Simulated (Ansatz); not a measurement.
# Band structure of As

```
As
1.0
     1.87975    1.08527    3.48577
    -1.87975    1.08527    3.48577
     0.00000   -2.17055    3.48577
As
2
Direct
  0.22754 0.22754 0.22754
  0.77246 0.77246 0.77246
```

Atoms are numbered in the order listed.

The conventional cell has a = 3.759 Å, b = 3.759 Å, c = 10.457 Å, α = 90.00°, β = 90.00°, γ = 120.00°. As (atom 1) is surrounded by 3 As at 2.52 Å.

Structure: COD 9009651, as refined from experiment and not relaxed.

Level of theory: Ansatz 0.2.0, DFT, PBE, all-electron LAPW, Dirac equation with spin-orbit coupling.

Numerical set-up: a Γ-centred 13×13×13 k mesh, Fermi–Dirac smearing of 0.05 eV, basis error target 1 meV/atom, no spin polarisation.

Points in fractions of the reciprocal vectors of this cell: Γ (0, 0, 0), T (0.5, 0.5, 0.5), H2 (0.769, 0.231, 0.5), H0 (0.5, -0.231, 0.231), L (0.5, 0, 0), S0 (0.366, -0.366, 0), S2 (0.634, 0, 0.366), F (0.5, 0, 0.5). The path joins them by straight lines in the order Γ–T–H2–H0–L–Γ–S0–S2–F; legs that retrace an earlier one aren't tabulated. Energies are in eV from the Fermi level.

Q: List the levels at H2 between -20 and 6 eV.

A: -11.81 (×2), -10.70 (×2), -6.01 (×2), -5.56 (×2), -1.41 (×2), 1.09 (×2), 5.21 (×2), 5.43 (×2).

Q: List the levels at T between -20 and 6 eV.

A: -13.80 (×2), -10.21 (×2), -1.93 (×2), -1.70 (×2), -0.64 (×2), 0.51 (×2), 0.71 (×2), 1.70 (×2).

Q: List the levels at Γ between -20 and 6 eV.

A: -15.17 (×2), -5.86 (×2), -2.68 (×2), -2.17 (×2), -1.98 (×2), 1.68 (×2), 2.77 (×2), 3.00 (×2).

Q: What is the band gap?

A: None at this level of theory (metallic, semimetallic, or a small gap that the functional closes).
